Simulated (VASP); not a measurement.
# ZnS (P3m1) in VASP: electric field gradients with PBE

Aim: the electric field gradients of ZnS with PBE.

Program: VASP 6.6.1. These are calculated values, not measurements. Logs are shortened: lines on timing, memory, paths and dates and some standing lists are left out, and cuts for length are marked.

## 1. Starting point

Symmetry: P3m1, No. 156, trigonal system. Conventional cell: a = 3.806 Å, b = 3.806 Å, c = 24.911 Å, α = 90.00°, β = 90.00°, γ = 120.00°. Zn (site symmetry 3m) has 4 S at 2.33 Å as nearest neighbours. Zn (site symmetry 3m) is surrounded by 4 S at 2.33 Å. Zn (site symmetry 3m) is surrounded by 4 S at 2.33 to 2.34 Å. Zn (site symmetry 3m) has 4 S at 2.33 to 2.34 Å as nearest neighbours. Around Zn (site symmetry 3m) lie 4 S at 2.33 to 2.34 Å. Zn (site symmetry 3m) has 4 S at 2.33 Å as nearest neighbours. Around Zn (site symmetry 3m) lie 4 S at 2.33 Å. Zn (site symmetry 3m) has 4 S at 2.33 to 2.34 Å as nearest neighbours.

Measurements of this composition are mostly on another form, of space group No. 216.

## 2. Electric field gradients, PBE

INCAR reads:

```
  PREC = Accurate
  ENCUT = 520
  EDIFF = 1E-8
  ISMEAR = -1
  SIGMA = 0.02
  LREAL = Auto
  LASPH = T
  NELM = 100
  ALGO = Fast
  ISIF = 2
  LWAVE = F
  LCHARG = F
  GGA = PE
  LEFG = T
  NBANDS = 86
```

KPOINTS reads:

```
Automatic mesh
0
Gamma
  8 8 2
```

POSCAR reads:

```
ZnS
1.0
    3.8063306180      0.0000000000      0.0000000000
   -1.9031653090      3.2963790104      0.0000000000
    0.0000000000      0.0000000000     24.9109767200
Zn S
8 8
Direct
    0.3333333333      0.6666666667      0.1248427000
    0.0000000000      0.0000000000      0.0002512000
    0.6666666667      0.3333333333      0.6248088900
    0.6666666667      0.3333333333      0.8752558000
    0.0000000000      0.0000000000      0.7500102400
    0.3333333333      0.6666666667      0.3752744800
    0.0000000000      0.0000000000      0.4999590700
    0.6666666667      0.3333333333      0.2499696000
    0.6666666667      0.3333333333      0.3438889100
    0.6666666667      0.3333333333      0.9690531000
    0.3333333333      0.6666666667      0.2184879700
    0.0000000000      0.0000000000      0.5935355200
    0.0000000000      0.0000000000      0.0937900900
    0.0000000000      0.0000000000      0.8437991100
    0.3333333333      0.6666666667      0.4688775700
    0.6666666667      0.3333333333      0.7185927400
```

Potentials or basis: VASP PAW PBE potentials, release 64 (Zn, S).

Run with:

```bash
> cat potpaw_PBE.64/Zn/POTCAR potpaw_PBE.64/S/POTCAR > POTCAR
> mpirun -np 1 vasp_std > vasp.out
```

OUTCAR:

```text
PREC = Accurate
   ENCUT = 520
   EDIFF = 1E-8
   ISMEAR = -1
   LREAL = Auto
   LASPH = T
   NELM = 100
   ISIF = 2
   GGA = PE

 ion  position               nearest neighbor table
   1  0.333  0.667  0.125-  13 2.33  13 2.33  13 2.33  11 2.33
   2  0.000  0.000  0.000-  13 2.33  10 2.33  10 2.33  10 2.33
   3  0.667  0.333  0.625-  12 2.33  12 2.33  12 2.33  16 2.34
   4  0.667  0.333  0.875-  14 2.33  14 2.33  14 2.33  10 2.34
   5  0.000  0.000  0.750-  16 2.33  16 2.33  16 2.33  14 2.34
   6  0.333  0.667  0.375-  15 2.33   9 2.33   9 2.33   9 2.33
[... 8 lines left out ...]
  15  0.333  0.667  0.469-   7 2.33   7 2.33   7 2.33   6 2.33
  16  0.667  0.333  0.719-   5 2.33   5 2.33   5 2.33   3 2.34

  LATTYP: Found a hexagonal cell.
 ALAT       =     3.8063306180
 C/A-ratio  =     6.5446171707

  Lattice vectors:

 A1 = (   3.8063306180,   0.0000000000,   0.0000000000)
 A2 = (  -1.9031653090,   3.2963790104,   0.0000000000)
 A3 = (   0.0000000000,   0.0000000000,  24.9109767200)

Analysis of symmetry for initial positions (statically):
=====================================================================
 Subroutine PRICEL returns:
 Original cell was already a primitive cell.

 Routine SETGRP: Setting up the symmetry group for a
 hexagonal supercell.

 Subroutine GETGRP returns: Found  6 space group operations
 (whereof  6 operations were pure point group operations)
 out of a pool of 24 trial point group operations.

The static configuration has the point symmetry C_3v.

Analysis of symmetry for dynamics (positions and initial velocities):
=====================================================================
 Subroutine PRICEL returns:
 Original cell was already a primitive cell.

 Routine SETGRP: Setting up the symmetry group for a
 hexagonal supercell.

 Subroutine GETGRP returns: Found  6 space group operations
 (whereof  6 operations were pure point group operations)
 out of a pool of 24 trial point group operations.

The dynamic configuration has the point symmetry C_3v.

 Subroutine INISYM returns: Found  6 space group operations
 (whereof  6 operations are pure point group operations),
 and found     1 'primitive' translations

----------------------------------------------------------------------------------------

                                     Primitive cell

  volume of cell :     312.5607

  direct lattice vectors                    reciprocal lattice vectors
     3.806330618  0.000000000  0.000000000     0.262720215  0.151681587  0.000000000
    -1.903165309  3.296379010  0.000000000     0.000000000  0.303363174  0.000000000
     0.000000000  0.000000000 24.910976720     0.000000000  0.000000000  0.040142946

  length of vectors
     3.806330618  3.806330618 24.910976720     0.303363174  0.303363174  0.040142946

  position of ions in fractional coordinates (direct lattice)
     0.333333333  0.666666667  0.124842700
     0.000000000  0.000000000  0.000251200
     0.666666667  0.333333333  0.624808890
     0.666666667  0.333333333  0.875255800
     0.000000000  0.000000000  0.750010240
     0.333333333  0.666666667  0.375274480
[... 8 lines left out ...]
     0.333333333  0.666666667  0.468877570
     0.666666667  0.333333333  0.718592740

  ion indices of the primitive-cell ions
   primitive index   ion index
                 1           1
                 2           2
                 3           3
                 4           4
                 5           5
                 6           6
[... 8 lines left out ...]
                15          15
                16          16

----------------------------------------------------------------------------------------

 KPOINTS: Automatic mesh

Automatic generation of k-mesh.
 Grid dimensions read from file:
 generate k-points for:    8    8    2
[... 62 lines left out ...]
   NSW    =      0    number of steps for IOM
   IBRION =     -1    ionic relax: 0-MD 1-quasi-New 2-CG
   NFREE  =      0    steps in history (QN), initial steepest desc. (CG)
   ISIF   =      2    stress and relaxation
   ISYM   =      2    0-nonsym 1-usesym 2-fastsym
   POTIM  = 0.5000    time-step for ionic-motion
   TEBEG  =    0.0;   TEEND  =   0.0 temperature during run
   PSTRESS=    0.0 pullay stress
   NELECT =     144.0000    total number of electrons
   NUPDOWN=      -1.0000    fix difference up-down
   EMIN   =  10.00;   EMAX   =-10.00  energy-range for DOS
   EFERMI =   0.00;   METHOD = LEGACY
   ISMEAR =    -1;   SIGMA  =   0.02  broadening in eV -4-tet -1-fermi 0-gaus
   EFERMI_NEDOS =   21; number of points for ismear=-14 and -15
   IALGO  =     68    algorithm
   IMIX   =      4    mixing-type and parameters
     AMIX     =   0.40;   BMIX     =  1.00
     AMIX_MAG =   1.60;   BMIX_MAG =  1.00
  volume/ion in A,a.u.               =      19.54       131.83
  Fermi-wavevector in a.u.,A,eV,Ry     =   1.264399  2.389368 21.751705  1.598705
  Thomas-Fermi vector in A             =   2.397706
   LORBIT       =      0    0 simple, 1 ext, 2 COOP (PROOUT), +10 PAW based schemes
   GGA     = PE    functional components
   LHFCALC =     F    Hartree Fock is set to
   AEXX    =    0.0000 exact exchange contribution
   IVDW    =     0    specifies the selected vdW correction
   LEPSILON=     F    determine dielectric tensor
   LRPA    =     F    only Hartree local field effects (RPA)
 non-spin polarized calculation
 RMM-DIIS sequential band-by-band and
  energy-cutoff  :      520.00
  volume of cell :      312.56
 maximum number of plane-waves:      8467
   NGX = 15   NGY = 15   NGZ = 93

 number of electron     143.9999941 magnetization

 Free energy of the ion-electron system (eV)
  ---------------------------------------------------
  ext. energy  EPLUGINS =         0.00000000
  ---------------------------------------------------
  free energy    TOTEN  =       -54.71720474 eV

  energy without entropy =      -54.71720474  energy(sigma->0) =      -54.71720474

 E-fermi :   2.6261     XC(G=0):  -9.6730

 val. band max:        2.2074874946   @ k =   0.0000   0.0000   0.0000
 cond. band min:       4.3993226441   @ k =   0.0000   0.0000   0.0000
 fundamental gap:      2.1918351496
 Fermi energy:         2.6260896716

 k-point     1 :       0.0000    0.0000    0.0000
  band No.  band energies     occupation
      1     -11.0153      2.00000
      2     -10.9050      2.00000
      3     -10.8858      2.00000
      4     -10.5836      2.00000
      5     -10.5831      2.00000
      6     -10.2372      2.00000
[... 1729 lines left out ...]
     83       8.1593      0.00000
     84       8.2739      0.00000
 [bands above 84 left out]

------------------------ aborting loop because EDIFF is reached ----------------------------------------

  FORCE on cell =-STRESS in cart. coord.  units (eV):
  Direction    XX          YY          ZZ          XY          YZ          ZX
  --------------------------------------------------------------------------------------
  -------------------------------------------------------------------------------------
  Total        4.9571443      4.9571443      5.0081128      0.0000000      0.0000000      0.0000000
  in kB       25.4101797     25.4101797     25.6714428      0.0000000      0.0000000      0.0000000
  external PRESSURE =      25.4972674 kB  Pullay stress =       0.0000000 kB

 VOLUME and BASIS-vectors are now :
 -----------------------------------------------------------------------------
  energy-cutoff  :      520.00
  volume of cell :      312.56
      direct lattice vectors                 reciprocal lattice vectors
     3.806330618  0.000000000  0.000000000     0.262720215  0.151681587  0.000000000
    -1.903165309  3.296379010  0.000000000     0.000000000  0.303363174  0.000000000
     0.000000000  0.000000000 24.910976720     0.000000000  0.000000000  0.040142946

 POSITION                                       TOTAL-FORCE (eV/Angst)
 -----------------------------------------------------------------------------------
     -0.00000      2.19759      3.10995        -0.000000     -0.000000      0.019083
      0.00000      0.00000      0.00626        -0.000000      0.000000     -0.003075
      1.90317      1.09879     15.56460         0.000000      0.000000      0.012302
      1.90317      1.09879     21.80348        -0.000000     -0.000000      0.003640
      0.00000      0.00000     18.68349         0.000000      0.000000      0.008885
     -0.00000      2.19759      9.34845        -0.000000      0.000000     -0.012824
[... 8 lines left out ...]
     -0.00000      2.19759     11.68020         0.000000      0.000000     -0.019292
      1.90317      1.09879     17.90085         0.000000      0.000000      0.001284
 -----------------------------------------------------------------------------------
    total drift:                                0.000002     -0.000007      0.004561

  FREE ENERGIE OF THE ION-ELECTRON SYSTEM (eV)
  ---------------------------------------------------
  free  energy   TOTEN  =       -54.7172047429 eV

  energy  without entropy=      -54.7172047429  energy(sigma->0) =      -54.71720474

 Electric field gradients (V/A^2)
---------------------------------------------------------------------
 ion       V_xx      V_yy      V_zz      V_xy      V_xz      V_yz
---------------------------------------------------------------------
   1      -0.495    -0.489     0.984     0.006     0.000    -0.000
   2      -0.274    -0.274     0.548     0.001     0.000    -0.000
   3       0.003     0.009    -0.012     0.006    -0.000     0.000
   4      -0.002     0.005    -0.003     0.006     0.000    -0.000
   5      -0.180    -0.179     0.358     0.001     0.000    -0.000
   6      -0.273    -0.266     0.539     0.006    -0.000     0.000
[... 8 lines left out ...]
  15       0.003     0.002    -0.005    -0.000     0.000    -0.000
  16      -1.260    -1.261     2.521    -0.000     0.000    -0.000
---------------------------------------------------------------------

 Electric field gradients after diagonalization (V/A^2)
 (convention: |V_zz| > |V_xx| > |V_yy|)
----------------------------------------------------------------------
 ion       V_xx      V_yy      V_zz     asymmetry (V_yy - V_xx)/ V_zz
----------------------------------------------------------------------
   1      -0.499    -0.486     0.984       0.013
   2      -0.275    -0.273     0.548       0.003
   3      -0.012    -0.000     0.013       0.944
   4      -0.005    -0.003     0.008       0.174
   5      -0.180    -0.179     0.358       0.004
   6      -0.276    -0.263     0.539       0.024
[... 8 lines left out ...]
  15       0.003     0.002    -0.005       0.200
  16      -1.261    -1.260     2.521       0.000
----------------------------------------------------------------------

           NMR quadrupolar parameters

 Cq : quadrupolar parameter    Cq=e*Q*V_zz/h
 eta: asymmetry parameters     (V_yy - V_xx)/ V_zz
 Q  : nuclear electric quadrupole moment in mb (millibarn)
----------------------------------------------------------------------
 ion       Cq(MHz)       eta       Q (mb)
----------------------------------------------------------------------
   1       0.002       0.013       1.000
   2       0.001       0.003       1.000
   3       0.000       0.944       1.000
   4       0.000       0.174       1.000
   5       0.001       0.004       1.000
   6       0.001       0.024       1.000
[... 8 lines left out ...]
  15      -0.000       0.200       1.000
  16       0.006       0.000       1.000
----------------------------------------------------------------------
```

Run time: 16 min. Hardware: 1 thread of Intel Xeon Platinum 8259CL at 2.50GHz (Skylake/Cascade Lake), shared host; peak memory 0.58 GiB.

What came out:

```yaml
Free_energy: -54.7172 eV
Pressure: 2.5 GPa
Largest_force: 0.019 eV/Å
Band_gap_on_the_k_mesh: 2.19 eV, direct
```

Forces in eV/Å, atoms in the order of the input:
```
Zn   0.000  0.000  0.019
Zn   0.000  0.000 -0.003
Zn   0.000  0.000  0.012
Zn   0.000  0.000  0.004
Zn   0.000  0.000  0.009
Zn   0.000  0.000 -0.013
Zn   0.000  0.000  0.003
Zn   0.000  0.000  0.012
S    0.000  0.000 -0.009
S    0.000  0.000 -0.017
S    0.000  0.000  0.015
S    0.000  0.000 -0.006
S    0.000  0.000 -0.003
S    0.000  0.000 -0.004
S    0.000  0.000 -0.019
S    0.000  0.000  0.001
```

Levels at points of the mesh, in eV from the valence-band top:
```csv
k point,band 68,band 69,band 70,band 71,band 72,band 73,band 74,band 75,band 76,band 77
"(0.00, 0.00, 0.00)",-0.14,-0.14,-0.04,0.00,0.00,2.19,3.00,3.09,3.19,3.31
"(0.50, 0.00, 0.00)",-1.25,-1.20,-1.13,-1.11,-0.89,3.39,3.40,3.61,3.69,3.79
"(0.00, 0.00, 0.50)",-0.30,-0.04,-0.04,-0.04,-0.04,2.48,2.52,3.19,3.28,3.41
"(0.50, 0.00, 0.50)",-1.36,-1.36,-1.11,-0.95,-0.95,3.36,3.40,3.58,3.69,3.86
```

Electric field gradients, principal values (V/Å²):
```csv
atom,Vxx,Vyy,Vzz
1 Zn,-0.486,-0.499,0.984
2 Zn,-0.273,-0.275,0.548
3 Zn,0.000,-0.012,0.013
4 Zn,-0.003,-0.005,0.008
5 Zn,-0.179,-0.180,0.358
6 Zn,-0.263,-0.276,0.539
7 Zn,-0.286,-0.288,0.574
8 Zn,-0.006,-0.019,0.026
9 S,-1.197,-1.198,2.394
10 S,-0.910,-0.911,1.821
11 S,-0.562,-0.563,1.126
12 S,-0.221,-0.223,0.444
13 S,0.154,0.155,-0.309
14 S,-1.434,-1.435,2.868
15 S,0.002,0.003,-0.005
16 S,-1.260,-1.261,2.521
```
